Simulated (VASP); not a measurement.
V3Si:

```
CELL_PARAMETERS angstrom
4.68366 0.00000 0.00000
0.00000 4.68366 0.00000
0.00000 0.00000 4.68366
ATOMIC_POSITIONS crystal
V 0.25000 0.00000 0.50000
V 0.75000 0.00000 0.50000
V 0.00000 0.50000 0.25000
V 0.00000 0.50000 0.75000
V 0.50000 0.75000 0.00000
V 0.50000 0.25000 0.00000
Si 0.00000 0.00000 0.00000
Si 0.50000 0.50000 0.50000
```

The cell is a database's computed one.

* Program: VASP 6.6.1
* Task: relaxation of cell and atoms
* Functional: LDA
* Potentials or basis: VASP PAW LDA potentials, release 64 (V_sv, Si)
* Cutoff: 600 eV
* k mesh: 8 × 8 × 8
* Occupations: gaussian, width 0.1 eV
* Spin: no spin polarisation

At the start: pressure -9.5 GPa; volume 12.84 Å³/atom.

Where does the relaxation end?

Over 4 steps the energy falls by 18.3 meV/atom and the volume is 12.25 Å³/atom (-4.6 %); space group Pm-3n (No. 223, to 0.05 Å).

Step by step:
```csv
step,energy change (eV),largest force (eV/Å),pressure (GPa),volume (Å³)
1,0.0000,0.0000,-9.48,102.74
2,0.1483,0.0000,16.21,91.85
3,-0.1461,0.0000,-0.18,98.07
4,-0.1461,0.0000,0.03,97.98
```

Final structure:
```
V Si
1.0
     4.61009    0.00000    0.00000
     0.00000    4.61009    0.00000
     0.00000    0.00000    4.61009
V Si
6 2
Cartesian
  1.1525 4.6101 2.3050
  3.4576 0.0000 2.3050
  4.6101 2.3050 1.1525
  0.0000 2.3050 3.4576
  2.3050 3.4576 0.0000
  2.3050 1.1525 4.6101
  4.6101 4.6101 4.6101
  2.3050 2.3050 2.3050
```
